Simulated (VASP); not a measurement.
Set up this calculation in VASP 6.6.1, as the native input.

| Item | Value |
| --- | --- |
| Task | single point |
| Functional | r2SCAN |
| Potentials or basis | VASP PAW PBE potentials, release 64 (Ir) |
| Cutoff | 520 eV |
| k mesh | 20 × 20 × 20 |
| Occupations | gaussian, width 0.1 eV |
| Spin | no spin polarisation |
| Further INCAR settings | ALGO = Normal; EDIFF = 1e-06 |

The structure of Ir lies in POSCAR:

```
Ir
1.0
   -1.5395400000      1.5395400000      1.5395400000
    1.5395400000     -1.5395400000      1.5395400000
    1.5395400000      1.5395400000     -1.5395400000
Ir
1
Direct
    0.0000000000      0.0000000000      0.0000000000
```

This isn't the form of Ir at room conditions, which is fcc.

The input as run:

INCAR

```
SYSTEM = Ir
  PREC = Accurate
  ENCUT = 520
  EDIFF = 1E-6
  ISMEAR = 0
  SIGMA = 0.1
  LREAL = .FALSE.
  LASPH = .TRUE.
  NELM = 60
  ALGO = Normal
  ISIF = 2
  LWAVE = .FALSE.
  LCHARG = .FALSE.
  METAGGA = R2SCAN
  LMIXTAU = .TRUE.
```

KPOINTS

```
Automatic mesh
0
G
  20 20 20
  0 0 0
```

Potentials or basis: VASP PAW PBE potentials, release 64 (Ir).

Run with:

```console
$ cat potpaw_PBE.64/Ir/POTCAR > POTCAR
$ mpirun -np 1 vasp_std > vasp.out
```

Results of the run:

```yaml
Pressure: 5.2 GPa
Band_gap_on_the_k_mesh: none (metal or under the smearing width)
```

Caveat: the PAW data sets were made with another functional, which shifts forces and pressure a little.

Wall time 96 s on 1 thread of AMD EPYC 7R13 Processor (Zen 3) (shared host), peak memory 0.12 GiB.
